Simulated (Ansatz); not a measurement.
Take a crystal in which Sb has been replaced by Bi on all its sites, with the cell rescaled by a rough guess (in some cases also distorted within its space group) and nothing relaxed:

```xyz
1
Lattice="-2.0387 2.0387 2.0387 2.0387 -2.0387 2.0387 2.0387 2.0387 -2.0387" Properties=species:S:1:pos:R:3 pbc="T T T"
Bi    0.0000    0.0000    0.0000
```

Method: DFT PBEsol, scalar-relativistic, plane waves, PAW (Ansatz).

Settings: cutoff 420 eV, Γ-centred mesh 14×14×14 on the computed 1-atom cell, Gaussian smearing of 0.10 eV; no spin polarisation.

Task: What pressure does the cell carry?

Result: The pressure is -5.6 GPa (positive in compression), so the cell would contract.

Task: Is it a metal on this mesh?

Result: Yes, a band crosses the Fermi level.

Spin-orbit coupling is left out, which matters for the bands of heavy elements.

This bcc form isn't the element's structure at ambient conditions.